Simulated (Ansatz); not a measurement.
Wanted: the native input for an Ansatz 0.2.0 run.

- Task: single point
- Functional: PBE
- Potentials or basis: Ansatz PAW
- Cutoff: 420 eV (not typed: the program's choice for these potentials)
- k mesh: 12 × 12 × 1
- Occupations: fermi-dirac, width 0.05 eV
- Spin: collinear spin, ferromagnetic start
- Starting moments: [2.0, 2.0, 2.0, 2.0, 2.0, 2.0] μB
- Boundary along the surface normal: dipole_correction
- Miller: [0, 0, 1]
- Bulk formula: Co

Slab: Co, a slab with vacuum.

```
Co
1.0
     2.48736    0.00000    0.00000
    -1.24368    2.15412    0.00000
     0.00000    0.00000   25.07809
Co
6
Direct
  0.66667 0.33333 0.29907
  0.33333 0.66667 0.37688
  0.66667 0.33333 0.46109
  0.33333 0.66667 0.53891
  0.66667 0.33333 0.62312
  0.33333 0.66667 0.70093
```

The cell isn't the ideal one: the (0 0 1) slab of Co, cut from the database cell, not relaxed.

These files were run (other wordings do the same):

input.yaml

```yaml
crystal:
  lattice:
    - [2.4873648738, 0.0, 0.0]
    - [-1.2436824369, 2.1541211692, 0.0]
    - [0.0, 0.0, 25.0780875629]
  atoms:
    - { symbol: Co, position: [0.66666667, 0.33333334, 0.299065867], spin: 2.0 }
    - { symbol: Co, position: [0.33333333, 0.66666666, 0.3768831468], spin: 2.0 }
    - { symbol: Co, position: [0.66666667, 0.33333334, 0.4610913601], spin: 2.0 }
    - { symbol: Co, position: [0.33333333, 0.66666666, 0.5389086399], spin: 2.0 }
    - { symbol: Co, position: [0.66666667, 0.33333334, 0.6231168532], spin: 2.0 }
    - { symbol: Co, position: [0.33333333, 0.66666666, 0.700934133], spin: 2.0 }
hamiltonian:
  xc: pbe
  pseudopotentials: { kind: paw }
magnetization:
  spin_polarized: true
kpoints:
  mp_grid: { grid: [12, 12, 1] }
scf:
  occupations: { method: fermi_dirac, width: 0.05 }
output:
  forces: true
  eigenvalues: true
efield:
  axis: 3
  dipole_correction: true
  ramp_width: 0.04
```

Potentials or basis: Ansatz PAW.

The run is started by

```bash
$ ansatz run input.yaml --threads 4 --pin off --max-ram 11264MiB --backend cpu --events-out ev --progress --plain --runs-dir out
```

It gave:

```
Largest force                   : 0.402 eV/Å
Band gap on the k mesh          : none (metal or under the smearing width)
Net moment                      : 10.04 μB per cell
Absolute moment                 : 11.05 μB per cell
Site moments                    : Co +1.77, +1.75, +1.72 μB
Work function of the upper face : 4.95 eV
Work function of the lower face : 4.95 eV
Dipole across the slab          : 0.000 e·Å
```

Run time: 16 s on 4 threads of Arm Neoverse V2 (shared host), peak memory 0.64 GiB.
